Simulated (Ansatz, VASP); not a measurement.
## One calculation of ZnS, two programs

Contents of INCAR:

```
SYSTEM = ZnS
  PREC = Accurate
  ENCUT = 520
  EDIFF = 1E-7
  ISMEAR = 0
  SIGMA = 0.02
  LREAL = .False.
  LASPH = .True.
  NELM = 60
  ALGO = Normal
  ISIF = 2
  LWAVE = .False.
  LCHARG = .False.
  GGA = PE
  NBANDS = 16
```

File KPOINTS:

```
regular mesh
0
Gamma
  8 8 8
  0 0 0
```

File POSCAR:

```
ZnS
1.0
    0.0000000000      2.6941008349      2.6941008349
    2.6941008349      0.0000000000      2.6941008349
    2.6941008349      2.6941008349      0.0000000000
Zn S
1 1
Direct
    0.2500000000      0.2500000000      0.2500000000
    0.0000000000      0.0000000000      0.0000000000
```

Input for Ansatz:

```yaml
crystal:
  lattice:
    - [0.0, 2.6941008349, 2.6941008349]
    - [2.6941008349, 0.0, 2.6941008349]
    - [2.6941008349, 2.6941008349, 0.0]
  atoms:
    - { symbol: Zn, position: [0.25, 0.25, 0.25] }
    - { symbol: S, position: [0.0, 0.0, 0.0] }
basis:
  ecutwfc: 420
kpoints:
  mp_grid: { grid: [8, 8, 8] }
hamiltonian:
  xc: pbe
scf:
  occupations: { method: gaussian, width: 0.02 }
output:
  forces: true
  stress: true
  eigenvalues: true
```

Alike in both runs: task single point; functional PBE; k mesh 8 × 8 × 8; occupations gaussian, width 0.02 eV; no spin polarisation.

|  | VASP | Ansatz |
| --- | --- | --- |
| version | VASP 6.6.1 | Ansatz 0.2.0 |
| potentials or method | VASP PAW PBE potentials, release 64 (Zn, S) | scalar-relativistic, plane waves, PAW |
| plane-wave cutoff (eV) | 520 | 420 |
| valence electrons in the cell | 18 | 18 |

|  | VASP | Ansatz | Ansatz less VASP |
| --- | --- | --- | --- |
| gap on the k mesh at the Fermi level (eV) | 2.15 | 2.15 | -0.006 |
| least direct gap on the mesh (eV) | 2.15 | 2.15 | -0.006 |
| pressure (GPa) | 2.5 | 2.3 | -0.17 |
